**Question.** A bilayer of WS₂ has two trigonal-prismatic layers in 2H-type stacking, with an inversion centre between them. A PBE+D3 slab calculation collects the Kohn-Sham states from mid-gap to 0.9 eV above it, which are empty conduction-edge states of this semiconductor. The plane share s is the fraction of those states assigned to an atomic plane, and the plane height h is measured from the top S plane; subscripts are row numbers.

Scalar-relativistic PBE+D3(BJ) calculation without spin polarisation for a relaxed WS₂ bilayer in Ansatz 0.2.0, with PAW, a 420 eV plane-wave cutoff, a 27 × 27 × 1 k mesh and 0.05 eV Gaussian smearing. Plane shares cover states from mid-gap to 0.9 eV above it, each counted as full. Rows run from the bottom plane up, and heights are relative to the top atom.

```csv
row,plane share,plane formula,plane height (Å)
1,0.109,S,-9.191
2,0.264,W,-7.623
3,0.130,S,-6.057
4,0.124,S,-3.134
5,?,W,?
6,0.109,S,0.000
```

(a) Explain the pattern of the known shares. (b) Predict s₅ and h₅ with error bars. (c) Say whether the shares describe the electrons in a gated WS₂ channel.

**Model answer (a).** The table shows W in row 2 at 0.264, about twice an inner S plane (rows 3 and 4) and 2.4 times an outer one (rows 1 and 6). The standard reason is that formal W⁴⁺ keeps two 5d electrons, the trigonal prism and mixing among the d orbitals split off one low d band that they fill, and the gap separates it from the empty d bands above. The conduction edge is therefore mostly W 5d. A plane share is not an orbital weight, however: if space is divided by height, d density reaching towards sulfur is counted as S, on top of the S 3p character that these bands really have.

The inner S planes average 0.127 against 0.109 for the outer ones, and symmetry makes this excess informative if the cuts are by height and the outer slices keep their tails into the vacuum. A free layer has a mirror plane through W, so its two faces carry equal tails. With two such layers side by side and uncoupled, whatever one loses across the midplane its partner returns, and inner equals outer. An excess then requires that the layers act on each other, and distortion is a weak candidate, since the W plane lies 1.568 Å in height from its outer and 1.566 Å from its inner sulfur plane. The likely channel is mixing of the layers through S p states in the conduction valley between Γ and K. Such mixing is expected to split a level into a lower partner, with density gathered between the layers, and an upper one, with density pushed outwards. A window that cuts low in the band then holds more of the lower partners. These numbers do not test that. The run also warns of a rough exchange-correlation potential in thin density, which could affect the tails.

**Model answer (b).** Inversion maps row i onto row 7 − i. Partner heights must have a common sum, and both known pairs give −9.191 Å, so h₅ = h₁ + h₆ − h₂ = −9.191 + 7.623 = −1.568 Å. Symmetry also gives s₅ = s₂. A second route assumes that the six shares add to one: the known five sum to 0.736, so s₅ = 1 − 0.736 = 0.264, equal to s₂. Neither route has an adjustable parameter, and both use the known rows only.

The error bar has to respect a flaw in the table. Rows 3 and 4 are partners, yet read 0.130 and 0.124, a split well beyond rounding. Their heights obey the inversion, and the work functions of the two faces, 4.561 and 4.559 eV, nearly agree, so this points to numerical or partitioning error and not to a polarised bilayer. If the deficit of row 4 were made up in row 5, s₅ would be 0.267 (each layer holding one half) or 0.270 (equal layer totals). The lower layer already exceeds one half, which counts against the first, and the second would push the sum above one.

The forecast is s₅ = 0.264 ± 0.003, at least twice any S plane; the range is the worst-case rounding of six entries and also half the 3/4 split. The height is h₅ = −1.568 ± 0.002 Å. The lower layer stays heavier than the upper by about 0.006.

The withheld rows as computed:

```csv
row,plane share,plane formula,plane height (Å)
5,0.264,W,-1.568
```

Both values match the forecast to the last printed digit, and the layers hold 0.503 and 0.497, the expected imbalance. The equal-totals value misses the computed share by 0.006; the half-per-layer value misses by 0.003 and lies at the edge of the range, so it is excluded less firmly. The output below lists each step.

**Model answer (c).** Not directly. The window holds 0.538 states, both spins counted, per cell of 8.76 Å², or 6.1 × 10¹⁴ cm⁻². A gate induces something like 10¹³ cm⁻² (a rough recalled size), so channel electrons would fill only one or two per cent of these states, near the band edge. The window also appears to reach past one set of valleys: a parabolic two-dimensional band holds N = g·m·E/(2πħ²) states per area down to depth E, with degeneracy g and mass m. For the K valleys alone (g = 8 from two valleys, two layers and two spins; m roughly 0.4 electron masses, recalled) E would be of order 1 eV. The lowest empty level of the run, however, lies 0.66 eV above the start of the window, so only the bottom 0.24 eV of the conduction band is inside. On this rough estimate, other valleys supply most of the states. The shares are an average over valleys, and the weight on the outer S plane, where a dielectric or contact touches, need not be that of band-edge carriers. A gate's field also breaks the inversion symmetry and draws electrons towards the nearer layer, which this field-free run leaves out.

**Remarks on the reasoning.** The hit tests symmetry and bookkeeping, not the orbital picture of part (a). The height took little foresight, because the rounded site coordinates already fix it to ±0.03 Å. What the revealed row adds is that the symmetry error stays in rows 3 and 4 and leaves both W planes alone. A guess that fits is that density at the midplane is assigned to one side. The inner excess is three times this split, and even the smaller inner share exceeds the outer by 0.015, so its sign is more secure than its size.

A similar pairing holds at other thicknesses: an even number of 2H layers has an inversion centre, an odd number has a mirror plane, and either makes opposite planes equal. In a monolayer the mirror plane makes both S planes equal and no excess can exist, while a thicker slab has interior layers with two inner faces. All shares depend on where 0.9 eV cuts the bands, and since PBE gaps are too small, a corrected gap would leave fewer states, or none, in this window. The run is scalar-relativistic, so the shifts that spin-orbit coupling gives the valleys are missing as well. The open question is whether the inner-S excess grows or vanishes when the window is narrowed to the lowest valley.

The analysis program printed:

```
Known rows; rounding +-0.0005 in share and in height (A)
pair 1/6 (S): shares 0.109 0.109, difference 0.000; height sum -9.191 A
pair 3/4 (S): shares 0.130 0.124, difference 0.006; height sum -9.191 A
inner S mean 0.127, outer S mean 0.109, excess 0.018 (17%), 3.0 times the 3/4 split
smaller inner S minus outer S: 0.015
W row 2 over inner S 2.08, over outer S 2.42
W to outer S 1.568 A, W to inner S 1.566 A, S-S gap between layers 2.923 A
W-S distances from heights: 2.414 and 2.413 A
if cut at midpoints: W slice 1.57 A, 0.168 per A; inner S slice 2.24 A, 0.057 per A
lower layer total 0.503; sum of known rows 0.736; four S rows 0.472
Forecast for row 5 (W)
  share by inversion 0.264, by sum to one 0.264
  share forecast 0.264 +- 0.003 (half the 3/4 split is 0.003)
  alternative, each layer 0.5: 0.267; equal layer totals: 0.270
  height forecast -1.568 +- 0.002 A; from rounded sites -1.56 +- 0.03 A
  forecast lower minus upper layer 0.006
Computed row 5
  share 0.264, miss +0.000; alternatives miss -0.003 and -0.006
  height -1.568 A, miss +0.000 A
All rows: sum 1.000; W 0.528 (53%); lower layer 0.503, upper 0.497, difference 0.006
states per row and cell: 0.059, 0.142, 0.070, 0.067, 0.142, 0.059
states x k points = 392.0001; one state on the mesh = 0.00137 per cell
cell area 8.76 A^2; states per area 6.1e+14 cm^-2
depth needed if only parabolic K valleys (mass 0.4, rough; count includes spin): about 1 eV
depth needed if only parabolic K valleys (mass 0.4, rough; count omits spin): about 2 eV
```
